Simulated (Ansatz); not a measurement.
## Boltzmann transport of GaN at constant τ

Method: DFT PBEsol, scalar-relativistic, plane waves, PAW (Ansatz 0.2.0). Settings: 420 eV plane-wave cutoff, Γ-centred 12×12×6 mesh, Gaussian smearing of 0.02 eV. No spin polarisation.

Relaxed structure:
```
CELL_PARAMETERS angstrom
3.18258 0.00000 0.00000
-1.59129 2.75619 0.00000
0.00000 0.00000 5.18543
ATOMIC_POSITIONS crystal
Ga 0.33333 0.66667 0.99919
Ga 0.66667 0.33333 0.49919
N 0.33333 0.66667 0.37581
N 0.66667 0.33333 0.87581
```

Constant relaxation time and rigid bands. The levels are interpolated over the whole zone and filled by a Fermi function at the stated temperature, with the chemical potential set by the electron count. The Kohn–Sham gap on the mesh is 1.88 eV and isn't corrected.

Problem. Give the Seebeck coefficient (μV/K; xx, yy, zz) and the conductivity masses (m_e; principal values, sorted) at 900 K against doping (cm⁻³).

Solution.
| doping | S | m* |
| --- | --- | --- |
| n 1e18 | -416 -416 -416 | 0.19 0.21 0.21 |
| n 1e19 | -226 -226 -226 | 0.20 0.22 0.22 |
| n 1e20 | -82 -82 -82 | 0.24 0.27 0.27 |
| n 1e21 | -27 -27 -27 | 0.42 0.48 0.48 |
| p 1e18 | 766 766 774 | 1.46 1.46 1.54 |
| p 1e19 | 567 567 575 | 1.46 1.46 1.54 |
| p 1e20 | 370 370 378 | 1.46 1.46 1.54 |
| p 1e21 | 184 184 188 | 1.47 1.47 1.50 |

Problem. At 10¹⁸ cm⁻³, which carrier is lighter?

Solution. Electrons, 0.21 against 1.49 m_e (harmonic means of the principal values).

Cost: 1 run of about 2.1 core-minutes, on AMD EPYC 9R45 (Zen 5) (shared hosts).